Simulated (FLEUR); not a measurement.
Runs of FLEUR MaX-R8.1 (later development tree) on Co. Symmetry: P6_3/mmc, No. 194, hexagonal system. The conventional cell has a = 2.472 Å, b = 2.472 Å, c = 4.021 Å, α = 90.00°, β = 90.00°, γ = 120.00°. Co (site symmetry -6m2) has 12 Co at 2.47 Å as nearest neighbours. 

```csv
task,level,spin,cell,gmax,muffin-tin radii,max iterations,mixing factor,mixer,kmax,gap on the mesh (eV),moment (μB),V0 of scaled cells (Å³/atom),B0 (GPa)
single point,PBEsol,"collinear, ferromagnetic start","atoms moved at random, drawn with an rms of 0.05 Å",14.5 1/bohr,Co 2.09 bohr,60,0.05,Anderson,4.69 1/bohr,none,3.20,-,-
band structure,SCAN,"collinear, ferromagnetic start",as given,14.1 1/bohr,Co 2.16 bohr,80,0.05,Anderson,4.54 1/bohr,-,(a),-,-
equation of state,PBEsol,"collinear, program default start",as given,14.5 1/bohr,Co 2.09 bohr,-,-,-,4.69 1/bohr,-,-,10.36,234
single point,PBEsol,"collinear, ferromagnetic start",as given,14.5 1/bohr,Co 2.09 bohr,60,0.05,Anderson,4.69 1/bohr,none,3.20,-,-
equation of state,SCAN,"collinear, program default start",as given,14.5 1/bohr,Co 2.09 bohr,-,-,-,4.69 1/bohr,-,-,10.53,(b)
```

Alike in all rows: potentials or basis all-electron, FLAPW; k mesh 12 × 12 × 7; smearing fermi-dirac 0.05 eV.

Question: Estimate the missing entries.

Answer: (a) 3.58; (b) 235.

Caveats: the meta-GGA is that of a development version, with a GGA for the radial functions and cores and without core tails (some runs); the cell was scaled at fixed shape and fractional positions, which overstates the stiffness of a crystal with free parameters, most of all of layers and chains (some runs).

A gap of «none» marks a metal or a gap under the smearing width.
